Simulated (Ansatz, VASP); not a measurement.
Given: the input of a run of Ansatz 0.2.0 on TePb. 

Contents of input.yaml:

```yaml
crystal:
  lattice:
    - [0.0, 3.231, 3.231]
    - [3.231, 0.0, 3.231]
    - [3.231, 3.231, 0.0]
  atoms:
    - { symbol: Pb, position: [0.0, 0.0, 0.0] }
    - { symbol: Te, position: [0.5, 0.5, 0.5] }
kpoints:
  mp_grid: { grid: [7, 7, 7] }
scf:
  occupations: { method: fermi_dirac, width: 0.05 }
hamiltonian:
  xc: pbesol
  pseudopotentials: { kind: all_electron, lapw: { basis_error: 0.001 } }
output:
  forces: true
  stress: true
relax:
  f_tol: 0.005
  max_steps: 60
  cell: {}
```

Potentials or basis: all-electron LAPW, scalar-relativistic.

Run with:

```console
$ ansatz run input.yaml --threads 1 --pin off --max-ram 3072MiB --backend cpu --events-out ev --progress --plain --runs-dir out
```

**Question.** What does the same run look like in VASP 6.6.1? Potentials or basis there: PBE PAW files Pb_d, Te, 600 eV.

**Answer.** As run (cutoffs and basis follow the program's own potentials, and thresholds, step limits or extra output files can differ):

INCAR

```
ALGO = Normal ; EDIFF = 1E-7
EDIFFG = -0.01 ; ENCUT = 600
GGA = PS ; IBRION = 2
ISIF = 3 ; ISMEAR = -1
LASPH = T ; LCHARG = F
LREAL = F ; LWAVE = F
NELM = 60 ; NSW = 60
PREC = Accurate ; SIGMA = 0.05
```

File KPOINTS:

```
k-points
0
Gamma
  7 7 7
```

POSCAR

```
TePb
1.0
    0.0000000000      3.2310000000      3.2310000000
    3.2310000000      0.0000000000      3.2310000000
    3.2310000000      3.2310000000      0.0000000000
Pb Te
1 1
Direct
    0.0000000000      0.0000000000      0.0000000000
    0.5000000000      0.5000000000      0.5000000000
```

Potentials or basis: VASP PAW PBE potentials, release 64 (Pb_d, Te).

The run is started by

```console
$ cat potpaw_PBE.64/Pb_d/POTCAR potpaw_PBE.64/Te/POTCAR > POTCAR
$ mpirun -np 1 vasp_std > vasp.out
```

Both were run:

|  | Ansatz | VASP |
| --- | --- | --- |
| Relaxed volume | 33.42 Å³/atom | 33.42 Å³/atom |
| Relaxed cell | a = 4.555 Å, b = 4.555 Å, c = 4.555 Å, α = 60.00°, β = 60.00°, γ = 60.00° | a = 4.555 Å, b = 4.555 Å, c = 4.555 Å, α = 60.00°, β = 60.00°, γ = 60.00° |
| Space group after relaxing | Fm-3m (No. 225) | Fm-3m (No. 225) |
| Pressure after relaxing | 0.0 GPa | 0.0 GPa |

VASP's potentials were made for PBE.

Where Ansatz's input types no cutoff or centring, it takes its own default and a Γ-centred mesh.

Pressure is positive in compression.
